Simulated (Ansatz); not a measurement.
**TiAl in Ansatz: the effect of target pressure**

Crystal: TiAl.

```
Ti Al
1.0
     2.86726    0.00000    0.00000
    -1.43363    2.48312    0.00000
     0.00000    0.00000    4.67808
Ti Al
1 1
Direct
  0.00000 0.00000 0.00000
  0.33333 0.66667 0.50000
```

The cell comes from a database or a generator and needn't be the stable form of this composition.

Alike in all runs:

* Program: Ansatz 0.2.0
* Task: relaxation of cell and atoms
* Functional: PBEsol
* Potentials or basis: Ansatz PAW
* Cutoff: 420 eV (not typed: the program's choice for these potentials)
* k mesh: 11 × 11 × 6
* Occupations: fermi-dirac, width 0.05 eV
* Spin: no spin polarisation

Each run relaxes the cell or the atoms first.

```tsv
target pressure	relaxed volume (Å³/atom)
0 GPa	16.23
2 GPa	15.95
5 GPa	15.56
10 GPa	15.00
20 GPa	?
30 GPa	13.38
```

Problem. What does the run with target pressure 20 GPa give?

Solution. Relaxed volume 14.10 Å³/atom.

Worked out: In Murnaghan's law V^(-B') rises as a straight line in P. The other rows fit best with B' = 3.3, V0 = 16.23 Å³/atom and B0 = 111 GPa, which gives 14.09 Å³/atom at 20 GPa, against the run's 14.10.

Caveats: the plane-wave basis is chosen anew once the cell has moved, so the energies of steps on either side of that aren't comparable; the PAW data sets come from PBE, with cores solved anew for the run's functional, which leaves a small shift of forces and pressure; the volume moved by over 15 % at a fixed basis, so the end points are rough (some runs).
